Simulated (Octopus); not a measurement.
**MgS (Niningerite) under changes of volume**

One of the cells (17.609 Å³/atom); the others are scaled copies at fixed shape and fractional positions:

```
CELL_PARAMETERS angstrom
0.00000 2.60165 2.60165
2.60165 0.00000 2.60165
2.60165 2.60165 0.00000
ATOMIC_POSITIONS crystal
S 0.50000 0.50000 0.50000
Mg 0.00000 0.00000 0.00000
```

* Program: Octopus 16.4
* Functional: PBEsol
* Potentials or basis: pseudodojo_pbesol (PseudoDojo 0.4, PBEsol)
* Grid spacing: 0.131 Å
* k mesh: 9 × 9 × 9
* Occupations: fermi-dirac, width 0.05 eV
* Spin: no spin polarisation

| volume (Å³/atom) | energy over the lowest point (meV/atom) | gap on the mesh (eV) |
| --- | --- | --- |
| 16.553 | 15.23 | 2.96 |
| 16.905 | ? | ? |
| 17.257 | 0.54 | 2.87 |
| 17.609 | 0.00 | 2.83 |
| 17.962 | 3.13 | 2.79 |
| 18.314 | 10.84 | 2.75 |
| 18.666 | 21.63 | 2.71 |

Problem. What does the run at 16.905 Å³/atom give?

Solution. Energy over the lowest point 5.27 meV/atom; gap on the mesh 2.92 eV.

Worked out: A Birch-Murnaghan fit of order 3 (a polynomial in V^(-2/3)) to the other rows has its minimum at 17.49 Å³/atom with B0 = V·E''(V) = 95 GPa (rough, since the energies scatter). It gives 5.59 meV/atom at 16.905 Å³/atom, against the run's 5.27. A straight line through the other rows of the gap, of slope -2.07 eV per unit of ln V, gives 2.91 eV, against the run's 2.92.

Energies are extrapolated to zero smearing.

Caveats: an odd mesh through Γ misses points on the zone boundary, where band edges often lie.
